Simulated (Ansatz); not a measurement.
A run of Ansatz 0.2.0 is set up as follows.

File input.yaml:

```yaml
crystal:
  lattice:
    - [3.724, 0.0, 0.0]
    - [-1.862, 3.2250786037, 0.0]
    - [0.0, 0.0, 5.062]
  atoms:
    - { symbol: Pt, position: [0.0, 0.0, 0.0] }
    - { symbol: Se, position: [0.6666666667, 0.3333333333, 0.75] }
    - { symbol: Se, position: [0.3333333333, 0.6666666667, 0.25] }
hamiltonian:
  xc: rpbe
  pseudopotentials: { kind: paw }
  dispersion: d4
kpoints:
  mp_grid: { grid: [8, 8, 5] }
scf:
  occupations: { method: fermi_dirac, width: 0.05 }
output:
  forces: true
  stress: true
relax:
  f_tol: 0.01
  max_steps: 40
  cell: { stress_tol: 0.05 }
```

Potentials or basis: Ansatz PAW.

Command:

```sh
$ ansatz run input.yaml --threads 2 --pin off --max-ram 5632MiB --backend cpu --events-out ev --progress --plain --runs-dir out
```

**Question.** Predict the relaxed volume.

**Answer.** 19.09 Å³/atom.

**Question.** What does it give for the space group after relaxing (to 0.05 Å)?

**Answer.** P-3m1 (No. 164).

**Question.** What does it give for the relaxed cell?

**Answer.** a = 3.755 Å, b = 3.755 Å, c = 4.689 Å, α = 90.00°, β = 90.00°, γ = 120.00°.

Step by step:
```csv
step,energy change (eV),largest force (eV/Å),volume (Å³)
1,0.0000,0.7195,60.80
2,-0.0319,0.7231,56.47
3,-0.0928,0.0631,58.55
4,-0.1021,0.0152,57.53
5,-0.1025,0.0039,57.23
6,-0.1025,0.0020,57.26
7,-0.1018,0.0018,57.26
```

Caveat: the plane-wave basis is chosen anew once the cell has moved, so the energies of steps on either side of that aren't comparable; the PAW data sets come from PBE, with cores solved anew for the run's functional, which leaves a small shift of forces and pressure. Spin-orbit coupling is left out, which matters for the levels of Pt.
